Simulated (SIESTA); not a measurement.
# SIESTA run on BeO (P6_3mc, 4 atoms in the cell): self-consistent single point

Method: SIESTA with GGA PBE, numerical atomic orbitals DZP, PseudoDojo PBE standard norm-conserving potentials (rewritten from UPF to PSML).

Input as run:

```
# files in the folder: Be.psml O.psml (PseudoDojo PBE standard)
SystemName  BeO
SystemLabel siesta

NumberOfAtoms                4
NumberOfSpecies              2
%block ChemicalSpeciesLabel
  1 4 Be
  2 8 O
%endblock ChemicalSpeciesLabel
LatticeConstant              1.0 Bohr
%block LatticeVectors
     2.543476877   -4.405431587    0.000000000
     2.543476877    4.405431587    0.000000000
     0.000000000    0.000000000    8.252169425
%endblock LatticeVectors
AtomicCoordinatesFormat      Fractional
%block AtomicCoordinatesAndAtomicSpecies
     0.666666670    0.333333330    0.500000000  1
     0.333333330    0.666666670    0.000000000  1
     0.666666670    0.333333330    0.878000000  2
     0.333333330    0.666666670    0.378000000  2
%endblock AtomicCoordinatesAndAtomicSpecies

XC.functional                GGA
XC.authors                   PBE
PAO.BasisSize                DZP
PAO.EnergyShift              0.005 Ry
PAO.Polarization.NonPerturbative true
MeshCutoff                   350 Ry
%block kgrid.MonkhorstPack
    5   0   0  0.0
    0   5   0  0.0
    0   0   3  0.0
%endblock kgrid.MonkhorstPack
OccupationFunction           FD
ElectronicTemperature        50.0 meV

MaxSCFIterations             150
SCF.Mixer.Method             Broyden
SCF.Mixer.Weight             0.2
SCF.Mixer.History            6
SCF.DM.Tolerance             1.0E-04
Diag.ParallelOverK           true
WriteForces                  true
```

The program printed (abridged):

```
reinit: Reading from file input.fdf

reinit: System Name: BeO
reinit: System Label: siesta

coor:   Atomic-coordinates input format  =     Fractional

siesta: Atomic coordinates (Bohr) and species
siesta:      2.54348  -1.46848   4.12608  1        1
siesta:      2.54348   1.46848   0.00000  1        2
siesta:      2.54348  -1.46848   7.24540  2        3
siesta:      2.54348   1.46848   3.11932  2        4

siesta: System type = bulk

initatomlists: Number of atoms, orbitals, and projectors:      4    38    42

siesta: ******************** Simulation parameters ****************************
redata: Spin configuration                          = none
redata: Time-Reversal Symmetry                      = T
redata: Number of Atomic Species                    =        2
redata: Mesh Cutoff                                 =   350.0000 Ry
redata: Net charge of the system                    =     0.0000 |e|
redata: Min. number of SCF Iter                     =        0
redata: Max. number of SCF Iter                     =      150
redata: SCF convergence failure will abort job
redata: SCF mix quantity                            = Hamiltonian
redata: Mix DM or H after convergence               =   F
redata: Recompute H after scf cycle                 =   F
redata: Mix DM in first SCF step                    =   T
redata: No kicks to SCF
redata: DM Mixing Weight for Kicks                  =     0.5000
redata: Require Harris convergence for SCF          =   F
redata: Harris energy tolerance for SCF             =     0.000100 eV
redata: Require DM convergence for SCF              =   T
redata: DM tolerance for SCF                        =     0.000100
redata: Require EDM convergence for SCF             =   F
redata: EDM tolerance for SCF                       =     0.001000 eV
redata: Require H convergence for SCF               =   T
redata: Hamiltonian tolerance for SCF               =     0.001000 eV
redata: Require (free) Energy convergence for SCF   =   F
redata: (free) Energy tolerance for SCF             =     0.000100 eV
redata: Using DFT-D3 dispersion                     =   F
redata: Using Saved Data (generic)                  =   F
redata: Method of Calculation                       = Diagonalization
redata: Electronic Temperature                      =   580.2259 K
redata: Number of TDED substeps                     =        3
redata: Dynamics option                             = Single-point calculation
redata: Save all siesta data in one NC              =   F
redata: ***********************************************************************

%block SCF.Mixers
  Broyden
%endblock SCF.Mixers

%block SCF.Mixer.Broyden
  # Mixing method
  method broyden

  # Mixing options
  weight 0.2000
  weight.linear 0.2000
  weight.prime 0.2000
  history 6
%endblock SCF.Mixer.Broyden

DM_history_depth set to one: no extrapolation allowed by default for geometry relaxation
Size of DM history Fstack: 1
Total number of electrons:    20.000000
Total ionic charge:    20.000000

* ProcessorY, Blocksize:    1  39

* Orbital distribution balance (max,min):    38    38

 Kpoints in:           45 . Kpoints trimmed:           38

siesta: k-grid: Number of k-points = 38
siesta: k-points from Monkhorst-Pack grid
siesta: k-cutoff (effective) =     6.550 Ang
siesta: k-point supercell and displacements
siesta: k-grid:     5     0     0      0.000
siesta: k-grid:     0     5     0      0.000
siesta: k-grid:     0     0     3      0.000

diag: Algorithm                                     = D&C
diag: Parallel over k                               =   F
diag: Use parallel 2D distribution                  =   F
diag: Parallel block-size                           = 39
diag: Parallel distribution                         =     1 x     1
diag: Used triangular part                          = Lower
diag: Absolute tolerance                            =  0.100E-15
diag: Orthogonalization factor                      =  0.100E-05
diag: Memory factor                                 =  1.0000

superc: Internal auxiliary supercell:     9 x     9 x     5  =     405
superc: Number of atoms, orbitals, and projectors:   1620  15390  17010

                        Single-point calculation

superc: Internal auxiliary supercell:     9 x     9 x     5  =     405
superc: Number of atoms, orbitals, and projectors:   1620  15390  17010

outcell: Unit cell vectors (Ang):
        1.345950   -2.331254    0.000000
        1.345950    2.331254    0.000000
        0.000000    0.000000    4.366860

outcell: Cell vector modules (Ang)   :    2.691900    2.691900    4.366860
outcell: Cell angles (23,13,12) (deg):     90.0000     90.0000    120.0000
outcell: Cell volume (Ang**3)        :     27.4042
new_DM -- step:     1
Initializing Density Matrix...

Attempting to read DM from file... Failed...
DM filled with atomic data:

InitMesh: MESH = 30 x 30 x 50 = 45000
InitMesh: Mesh cutoff (required, used) =   350.000   362.329 Ry

stepf: Fermi-Dirac step function

        iscf     Eharris(eV)        E_KS(eV)     FreeEng(eV)     dDmax    Ef(eV) dHmax(eV)
   scf:    1    -1633.522444    -1663.599871    -1663.599871  0.998957-13.122615  5.005425
   scf:    2    -1665.181075    -1664.473873    -1664.473873  0.108123-12.904635  2.658706
   scf:    3    -1664.891476    -1664.787882    -1664.787882  0.132792-12.465129  1.150492
   scf:    4    -1664.798124    -1664.794254    -1664.794254  0.123693-11.860882  0.094710
   scf:    5    -1664.794754    -1664.794626    -1664.794626  0.006399-11.818686  0.006537
   scf:    6    -1664.794632    -1664.794629    -1664.794629  0.000444-11.819985  0.004069
   scf:    7    -1664.794631    -1664.794630    -1664.794630  0.000214-11.821528  0.003640
   scf:    8    -1664.794633    -1664.794632    -1664.794632  0.000668-11.821256  0.001868
   scf:    9    -1664.794632    -1664.794632    -1664.794632  0.000110-11.821698  0.000966
   scf:   10    -1664.794632    -1664.794632    -1664.794632  0.000076-11.821835  0.000678

SCF Convergence by DM+H criterion
max |DM_out - DM_in|         :     0.0000756754
max |H_out - H_in|      (eV) :     0.0006780615
SCF cycle converged after 10 iterations

Using DM_out to compute the final energy and forces

siesta: E_KS(eV) =            -1664.7946

siesta: E_KS - E_eggbox =     -1664.7946

siesta: Atomic forces (eV/Ang):
     1   -0.000000    0.000086    0.097777
     2   -0.000000   -0.000086    0.097778
     3   -0.000000   -0.000021   -0.101401
     4   -0.000000    0.000021   -0.101401
   Tot   -0.000000   -0.000000   -0.007246
   Max    0.101401
   Res    0.057507    sqrt( Sum f_i^2 / 3N )
   Max    0.101401    constrained

Stress tensor Voigt[x,y,z,yz,xz,xy] (kbar):      -87.09      -87.85      -69.07        0.00       -0.00        0.00
(Free)E + p*V (eV/cell)    -1663.4034
Target enthalpy (eV/cell)    -1664.7946

siesta: Program's energy decomposition (eV):
siesta: Ebs     =      -777.819545
siesta: Eions   =      2013.459445
siesta: Ena     =       265.722233
siesta: Ekin    =      1096.066688
siesta: Enl     =      -630.299350
siesta: Eso     =         0.000000
siesta: Edftu   =         0.000000
siesta: DEna    =       -18.676232
siesta: DUscf   =         1.541784
siesta: DUext   =         0.000000
siesta: Ex      =      -343.464148
siesta: Ec      =       -22.226162
siesta: Exc     =      -365.690310
siesta: Eharris =     -1664.794632
siesta: Etot    =     -1664.794632
siesta: FreeEng =     -1664.794632

siesta: Atomic forces (eV/Ang):
siesta:      1   -0.000000    0.000086    0.097777
siesta:      2   -0.000000   -0.000086    0.097778
siesta:      3   -0.000000   -0.000021   -0.101401
siesta:      4   -0.000000    0.000021   -0.101401
siesta: ----------------------------------------
siesta:    Tot   -0.000000   -0.000000   -0.007246

siesta: Stress tensor (static) (eV/Ang**3):
siesta:    -0.054358    0.000000   -0.000000
siesta:     0.000000   -0.054832    0.000000
siesta:    -0.000000    0.000000   -0.043112

siesta: Cell volume =         27.404241 Ang**3

siesta: Pressure (static):
siesta:                Solid            Molecule  Units
siesta:           0.00055293          0.00059650  Ry/Bohr**3
siesta:           0.05076750          0.05476783  eV/Ang**3
siesta:          81.33850065         87.74774175  kBar
```

The run converged in 10 iterations.

The starting cell has typed, rounded lattice constants, without a prior relaxation at this level. Its lattice was rescaled by up to half a per cent. Values carry the incompleteness of an atom-centred basis. With a pressure of about 8 GPa the cell is away from its equilibrium volume at this level.
